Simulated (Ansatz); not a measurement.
Crystal: SnTe.

```xyz
2
Lattice="0.0000 3.6111 3.6111 3.6111 0.0000 3.6111 3.6111 3.6111 0.0000" Properties=species:S:1:pos:R:3 pbc="T T T"
Te    1.8056    1.8056    1.8056
Sn    0.0000    0.0000    0.0000
```

Measurements of this composition are mostly on another form, of space group No. 225.

| Property | Result |
| --- | --- |
| Program | Ansatz 0.2.0 |
| Task | relaxation of cell and atoms |
| Functional | r2SCAN |
| Dispersion | D3(BJ) |
| Potentials or basis | Ansatz PAW |
| Cutoff | 500 eV (not typed: the program's choice for these potentials) |
| k mesh | 7 × 7 × 7 |
| Occupations | fermi-dirac, width 0.05 eV |
| Spin | no spin polarisation |

At the start: volume 47.09 Å³/atom.

Q: Where does the relaxation end?

A: It ends after 4 steps and the volume is 45.41 Å³/atom (-3.6 %); space group F-43m (No. 216, to 0.05 Å).

The path:
| step | energy change (eV) | largest force (eV/Å) | volume (Å³) |
| --- | --- | --- | --- |
| 1 | 0.0000 | 0.0000 | 94.18 |
| 2 | -0.0112 | 0.0000 | 90.48 |
| 3 | -0.0113 | 0.0000 | 90.82 |
| 4 | -0.0111 | 0.0000 | 90.82 |

Final structure:
```yaml
crystal:
  lattice:
    - [0.00000, 3.56773, 3.56773]
    - [3.56773, 0.00000, 3.56773]
    - [3.56773, 3.56773, 0.00000]
  atoms:
    - { symbol: Te, position: [0.25000, 0.25000, 0.25000] }
    - { symbol: Sn, position: [0.00000, 0.00000, 0.00000] }
```

Caveat: the plane-wave basis is chosen anew once the cell has moved, so the energies of steps on either side of that aren't comparable; the PAW data sets come from PBE, with cores solved anew for the run's functional, which leaves a small shift of forces and pressure; the dispersion damping was fitted for another functional or another form of the correction.
